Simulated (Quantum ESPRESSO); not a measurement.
Runs of Quantum ESPRESSO 7.5 on Al2O3. It takes space group P-6m2 (No. 187, hexagonal). The conventional cell has a = 2.884 Å, b = 2.884 Å, c = 9.337 Å, α = 90.00°, β = 90.00°, γ = 120.00°. Al (site symmetry 3m) has 3 O at 1.80 Å as nearest neighbours. O (site symmetry 3m) has 3 Al at 1.80 Å as nearest neighbours. O (site symmetry -6m2) is surrounded by 6 Al at 2.18 Å. Measurements of this composition are mostly on another form, of space group No. 167.

| task | level | potentials or basis | k mesh | cutoff (eV) | form of the LDA correlation | SCF threshold | symmetry | gap on the mesh (eV) | pressure (GPa) | V0 of scaled cells (Å³/atom) | B0 (GPa) | largest force (eV/Å) |
| --- | --- | --- | --- | --- | --- | --- | --- | --- | --- | --- | --- | --- |
| band structure | LDA | GBRV 1.5 LDA | 11 × 11 × 3 | 612 | PZ81 | 1e-09 Ry | - | 4.77 | (c) | - | - | 0.42 |
| band structure | r2SCAN | SG15 PBE 1.2 | 8 × 8 × 2 | 1197 | - | 1e-08 Ry | off | (a) | -4.3 | - | - | 0.32 |
| equation of state | LDA | GBRV 1.5 LDA | 11 × 11 × 3 | 612 | PZ81 | 1e-09 Ry | - | - | - | 12.91 | (d) | - |
| band structure | PBEsol | GBRV 1.5 PBEsol | 11 × 11 × 3 | 612 | - | 1e-09 Ry | - | (b) | -2.4 | - | - | 0.14 |
| equation of state | PBEsol | GBRV 1.5 PBEsol | 11 × 11 × 3 | 612 | - | 1e-09 Ry | - | - | - | 13.24 | 148 | - |

Alike in all rows: no spin polarisation; cell as given; smearing fermi-dirac 0.05 eV.

Q: Fill in the values left out.

A: (a) 5.56; (b) 4.76; (c) -6.1; (d) 157.

Caveats: the cell was scaled at fixed shape and fractional positions, which overstates the stiffness of a crystal with free parameters, most of all of layers and chains (some runs); the potentials were made for another functional, which shifts forces and pressure (some runs); some levels on the path didn't converge (some runs).

The runs don't all hold the same shells in valence.
